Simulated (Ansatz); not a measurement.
# CdS, one cell by several methods

```
Cd S
1.0
     4.13480    0.04135    0.04135
    -2.03159    3.56017    0.01513
     0.06749    0.06749    6.74900
Cd S
2 2
Direct
  0.33333 0.66667 0.00000
  0.66667 0.33333 0.50000
  0.33333 0.66667 0.38500
  0.66667 0.33333 0.88500
```

Atoms are numbered in the order listed.

The cell is COD entry 9008862, as deposited and not checked against the literature; nothing was relaxed. It differs from other determinations. The listed cell was then made from it by scaling, straining or moving an atom.

Methods: DFT, PBEsol, PAW with Ansatz's default frozen-core files, scalar-relativistic (Ansatz 0.2.0); DFT, PBEsol, all-electron PAW with datasets made for the crystal, scalar-relativistic (Ansatz 0.2.0); DFT, PBEsol, all-electron LAPW, scalar-relativistic (Ansatz 0.2.0).

For PAW: a Γ-centred 7×7×4 k mesh, Fermi–Dirac smearing of 0.01 eV, cutoff 420 eV, no spin polarisation; the PAW files were made with PBE, and the program remakes their frozen cores for this functional. The crystal-made all-electron datasets (AE datasets) take a cutoff of 260 eV at this cell. LAPW targets a basis error of 1 meV/atom. The Ansatz runs share mesh, smearing and spin set-up. Plane-wave (PAW) pressures include the program's estimate of the Pulay term.

Stress and pressure are positive in compression.

The change that made this cell: equal xy, yz and zx engineering shear strains of +2 %.

| quantity | PAW | AE datasets | LAPW |
| --- | --- | --- | --- |
| pressure (GPa) | -0.52 | -0.49 | -0.49 |
| stress xx (GPa) | 0.18 | 0.21 | 0.21 |
| stress zz (GPa) | -1.90 | -1.88 | -1.87 |
| stress yz (GPa) | -0.47 | -0.47 | -0.47 |
| stress xz (GPa) | -0.47 | -0.47 | -0.47 |
| stress xy (GPa) | -0.83 | -0.83 | -0.83 |
| force on Cd1, z (eV/Å) | 0.253 | 0.253 | 0.253 |
| force on Cd2, z (eV/Å) | 0.247 | 0.247 | 0.247 |
| force on S3, z (eV/Å) | -0.245 | -0.245 | -0.245 |
| force on S4, z (eV/Å) | -0.255 | -0.255 | -0.255 |
| band gap (eV) | 1.054 | 1.055 | 1.055 |

PAW's pressure differs from the LAPW value by -0.03 GPa.
